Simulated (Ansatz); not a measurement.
Input and command of a plane-wave DFT calculation in Ansatz:

```yaml
crystal:
  lattice:
    - [4.348, 0.0, 0.0]
    - [0.0, 2.174, -2.174]
    - [0.0, 6.8755533906, 6.8755533906]
  atoms:
    - { symbol: Si, position: [0.0, 0.0, 0.8695141991] }
    - { symbol: Si, position: [0.5, 0.5, 0.079032373] }
    - { symbol: Si, position: [0.0, 0.0, 0.2371287382] }
    - { symbol: Si, position: [0.5, 0.5, 0.3952251034] }
    - { symbol: Si, position: [0.0, 0.0, 0.5533214687] }
    - { symbol: Si, position: [0.5, 0.5, 0.7114178339] }
    - { symbol: C, position: [0.75, 0.0, 0.3952251034] }
    - { symbol: C, position: [0.25, 0.5, 0.5533214687] }
    - { symbol: C, position: [0.75, 0.0, 0.7114178339] }
    - { symbol: C, position: [0.25, 0.5, 0.8695141991] }
    - { symbol: C, position: [0.75, 0.0, 0.079032373] }
    - { symbol: C, position: [0.25, 0.5, 0.2371287382] }
basis:
  ecutwfc: 420
kpoints:
  mp_grid: { grid: [6, 9, 3] }
hamiltonian:
  xc: pbe
scf:
  occupations: { method: gaussian, width: 0.05 }
output:
  forces: true
  stress: true
  eigenvalues: true
  write_density: true
  write_potential: true
  elf: true
  volumetric_format: npy
```

```bash
ansatz run input.yaml --threads 2 --pin off --max-ram 5120MiB --backend cpu --events-out ev --progress --plain --runs-dir out
```

Processor: Intel(R) Xeon(R) Platinum 8259CL CPU @ 2.50GHz (Skylake/Cascade Lake), 2 threads, on a host shared with other jobs.

Question: How long does it run, and how much memory does it take?

Answer: About 10 s on 2 threads of Intel(R) Xeon(R) Platinum 8259CL CPU @ 2.50GHz (Skylake/Cascade Lake), with other jobs on the host, peak memory 0.49 GiB. It solves 36 bands at 40 k points (the mesh reduced by symmetry) with about 2505 plane waves, in 6 SCF iterations.
